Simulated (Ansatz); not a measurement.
# CdSe: the cost of one run

Computed with Ansatz 0.2.0 (DFT LDA, all-electron LAPW, scalar-relativistic unless said, unless a step's input says otherwise).

### Step 1. Starting point

Symmetry: F-43m, No. 216, cubic system. Conventional cell: a = 6.008 Å, b = 6.008 Å, c = 6.008 Å, α = 90.00°, β = 90.00°, γ = 90.00°. Cd (site symmetry -43m) is surrounded by 4 Se at 2.60 Å. Around Se (site symmetry -43m) lie 4 Cd at 2.60 Å.

Coordinates:

```cif
data_structure
_symmetry_space_group_name_H-M 'P 1'
_symmetry_Int_Tables_number 1
_cell_length_a 4.2483
_cell_length_b 4.2483
_cell_length_c 4.2483
_cell_angle_alpha 60.000
_cell_angle_beta 60.000
_cell_angle_gamma 90.000
_cell_volume 54.22
loop_
_atom_site_label
_atom_site_type_symbol
_atom_site_fract_x
_atom_site_fract_y
_atom_site_fract_z
_atom_site_occupancy
Cd1 Cd 0.00000 0.00000 0.00000 1
Se1 Se 0.75000 0.25000 0.50000 1
```

Cartesian axes are those of the input's lattice vectors. The structure goes back to a database entry.

### Step 2. Reference run, fine mesh, LAPW

Contents of input.yaml:

```yaml
crystal:
  lattice:
    - [3.00399367643, 3.00399367643, 0.0]
    - [-3.00399367643, 3.00399367643, 0.0]
    - [0.0, 3.00399367643, 3.00399367643]
  atoms:
    - { symbol: Cd, position: [0.0, 0.0, 0.0] }
    - { symbol: Se, position: [0.75, 0.25, 0.5] }
kpoints:
  mp_grid: { grid: [6, 6, 6] }
scf:
  occupations: { method: fixed }
hamiltonian:
  xc: lda
  pseudopotentials: { kind: all_electron, lapw: { basis_error: 0.001 } }
output:
  forces: true
  stress: true
  eigenvalues: true
  eigenstates:
    nscf_kmesh: { grid: [10, 10, 10] }
    de_dk: true
    e_range: [-9, 10.40487837096]
checkpoint:
  write: ck
  write_wavefunctions: false
```

On the command line:

```console
> ansatz run input.yaml --threads 1 --pin off --max-ram 3072MiB --backend cpu --events-out ev --progress --plain --runs-dir out
```

**Question.** How long does this run take on 1 thread of Arm Neoverse V2, shared host, and how much memory does it need?

About 21 s, with a peak of 0.27 GiB.
